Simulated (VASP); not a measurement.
## GaN: Born charges and dielectric tensor with LDA

Crystal: GaN.

```
Ga N
1.0
     0.00000    2.13524    2.13524
     2.13524    0.00000    2.13524
     2.13524    2.13524    0.00000
Ga N
1 1
Cartesian
  0.0000 0.0000 0.0000
  2.1352 2.1352 2.1352
```

Measurements of this composition are mostly on another form, of space group No. 186.

```json
{
 "Program": "VASP 6.6.1",
 "Task": "Born charges and dielectric tensor",
 "Functional": "LDA",
 "Potentials or basis": "VASP PAW LDA potentials, release 64 (Ga_d, N)",
 "Cutoff": "600 eV",
 "k mesh": "14 × 14 × 14",
 "Occupations": "gaussian, width 0.02 eV",
 "Spin": "no spin polarisation",
 "Further INCAR settings": "ALGO = Normal; EDIFF = 1e-08; IBRION = 8; NSW = 1"
}
```

```yaml
Band_gap_on_the_k_mesh: 0.22 eV, indirect (least direct gap 2.45 eV)
Electronic_dielectric_tensor_diagonal: 8.58
Born_charges_mean_of_the_diagonal: Ga +3.61; N -3.61 e
Highest_phonon_frequency_at_Γ_LO-TO_splitting_left_out: 172 cm⁻¹
```

Levels at points of the mesh, in eV from the valence-band top:
```csv
k point,band 6,band 7,band 8,band 9,band 10,band 11,band 12,band 13
"(0.00, 0.00, 0.00)",-14.02,-0.50,-0.50,-0.50,1.95,14.47,14.47,14.47
"(0.50, 0.00, 0.00)",-13.78,-8.18,-0.17,-0.17,4.53,8.72,8.72,8.83
"(0.50, 0.50, 0.00)",-10.93,-6.94,-2.96,-2.96,0.22,7.73,11.46,13.87
```

Phonon frequencies in cm⁻¹ (negative: imaginary):
```
              q point           frequencies
(0.000, 0.000, 0.000)  -1 -1 -1 172 172 172
```

Electronic dielectric tensor:
```
8.58 0.00 0.00
0.00 8.58 0.00
0.00 0.00 8.58
```

Born effective charge tensors (e):
atom 1, Ga
```
3.61 0.00 0.00
0.00 3.61 0.00
0.00 0.00 3.61
```
atom 2, N
```
-3.61  0.00  0.00
 0.00 -3.61  0.00
 0.00  0.00 -3.61
```

Wall time 2.9 min on 1 thread of Intel(R) Xeon(R) 6975P-C (Granite Rapids), on a shared host, peak memory 0.33 GiB.

Caveat: the gap is small at this level, which inflates the dielectric constant. A k mesh can miss the band edges.
